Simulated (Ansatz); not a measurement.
Write the native input for Ansatz 0.2.0 that does the following.

```yaml
Task: single point
Functional: PBE
Potentials_or_basis: Ansatz PAW
Cutoff: "420 eV (not typed: the program's choice for these potentials)"
k_mesh: 12 × 12 × 12
Occupations: gaussian, width 0.019 eV
Spin: no spin polarisation
```

Sb:

```xyz
1
Lattice="-1.5765 1.5765 2.7119 1.5765 -1.5765 2.7119 1.5765 1.5765 -2.7119" Properties=species:S:1:pos:R:3 pbc="T T T"
Sb    0.0000    0.0000    0.0000
```

This isn't the form of Sb at room conditions, which is rhombohedral.

One way to write it, as run:

input.yaml

```yaml
crystal:
  lattice:
    - [-1.5765401831, 1.5765401831, 2.7119384313]
    - [1.5765401831, -1.5765401831, 2.7119384313]
    - [1.5765401831, 1.5765401831, -2.7119384313]
  atoms:
    - { symbol: Sb, position: [0.0, 0.0, 0.0] }
hamiltonian:
  xc: pbe
  pseudopotentials: { kind: paw }
kpoints:
  mp_grid: { grid: [12, 12, 12] }
scf:
  occupations: { method: gaussian, width: 0.019 }
output:
  forces: true
  stress: true
  eigenvalues: true
  write_density: true
  write_potential: true
  elf: true
  volumetric_format: npy
```

Potentials or basis: Ansatz PAW.

Run with:

```bash
$ ansatz run input.yaml --threads 2 --pin off --max-ram 5632MiB --backend cpu --events-out ev --progress --plain --runs-dir out
```

Results of the run:

The pressure is 1.8 GPa. The band gap on the k mesh is none (metal or under the smearing width).

Run time: 2.1 s on 2 threads of Arm Neoverse V1 (shared host), peak memory 0.33 GiB.
